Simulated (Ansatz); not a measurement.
The calculation used DFT PBE, scalar-relativistic, plane waves, PAW in Ansatz 0.2.0. All cells share a 420 eV cutoff and Γ-centred k meshes spaced at most about 0.3 Å⁻¹ (2π included). No spin polarisation in the final relaxations.

Temperature and zero-point effects are left out.

Two forms of ZrSi3O8 were relaxed alike.

A.

```cif
data_structure
_symmetry_space_group_name_H-M 'P222'
_symmetry_Int_Tables_number 16
_cell_length_a 5.0508
_cell_length_b 5.8222
_cell_length_c 5.8633
_cell_angle_alpha 90.000
_cell_angle_beta 90.000
_cell_angle_gamma 90.000
_cell_volume 172.42
loop_
_atom_site_label
_atom_site_type_symbol
_atom_site_symmetry_multiplicity
_atom_site_Wyckoff_symbol
_atom_site_fract_x
_atom_site_fract_y
_atom_site_fract_z
_atom_site_occupancy
Zr1 Zr 1 a 0.00000 0.00000 0.00000 1
Si1 Si 1 b 0.50000 0.00000 0.00000 1
Si2 Si 1 g 0.00000 0.50000 0.50000 1
Si3 Si 1 h 0.50000 0.50000 0.50000 1
O1 O 4 u 0.29578 0.84349 0.15519 1
O2 O 4 u 0.75395 0.35877 0.63987 1
```

B.

```cif
data_structure
_symmetry_space_group_name_H-M 'Cmmm'
_symmetry_Int_Tables_number 65
_cell_length_a 6.0780
_cell_length_b 6.3651
_cell_length_c 5.7516
_cell_angle_alpha 90.000
_cell_angle_beta 90.000
_cell_angle_gamma 90.000
_cell_volume 222.51
loop_
_atom_site_label
_atom_site_type_symbol
_atom_site_symmetry_multiplicity
_atom_site_Wyckoff_symbol
_atom_site_fract_x
_atom_site_fract_y
_atom_site_fract_z
_atom_site_occupancy
Zr1 Zr 2 c 0.50000 0.00000 0.50000 1
Si1 Si 4 k 0.00000 0.00000 0.76332 1
Si2 Si 2 b 0.50000 0.00000 0.00000 1
O1 O 8 o 0.70424 0.00000 0.78074 1
O2 O 4 i 0.50000 0.69345 0.00000 1
O3 O 4 j 0.50000 0.67353 0.50000 1
```

Question: Which form is favoured at zero pressure, and by what margin per atom?

Answer: B is lower, by 203 meV/atom. A has space group P222 (No. 16), 14.4 Å³/atom and a gap of 3.96 eV on its mesh; B has Zr and Si ordered on rutile sites, space group Cmmm (No. 65), 9.3 Å³/atom and a gap of 2.94 eV. Counting O atoms around Si and Zr (those within 1.25 times the shortest such distance or 1.15 times the sum of covalent radii; a plus sign parts nearer from farther groups; a slash parts the counts of unlike sites), A has Zr 4, Si 4 and B has Zr 6, Si 4+2/6. A holds Si–Si chains (shortest 2.53 Å); in B the shortest Si–Si distance is 2.72 Å, near bonding range too. In A, Zr is surrounded by 4 O at 1.97 Å and 2 Si at 2.53 Å; around Si on its first site lie 4 O at 1.65 Å and 2 Zr at 2.53 Å; O on its first site is surrounded by 1 Si at 1.65 Å and 1 Zr at 1.97 Å; 3 more sites not described. In B, Zr is surrounded by 6 O at 2.04–2.08 Å and 2 Si at 2.88 Å; Si on a site of symmetry mm2 is surrounded by 6 O at 1.80–1.87 Å; O on a site of symmetry m has 2 Si at 1.77–1.80 Å and 1 Zr at 2.04 Å; 3 more sites not described. Both come from invented guesses.

Weakly bound directions are ill-defined at this level, which has no dispersion term (P222), and this can change margins and order among such cells. Kohn–Sham gaps at this level usually fall short of measured ones. Cells relaxed within their symmetry can be saddle points.
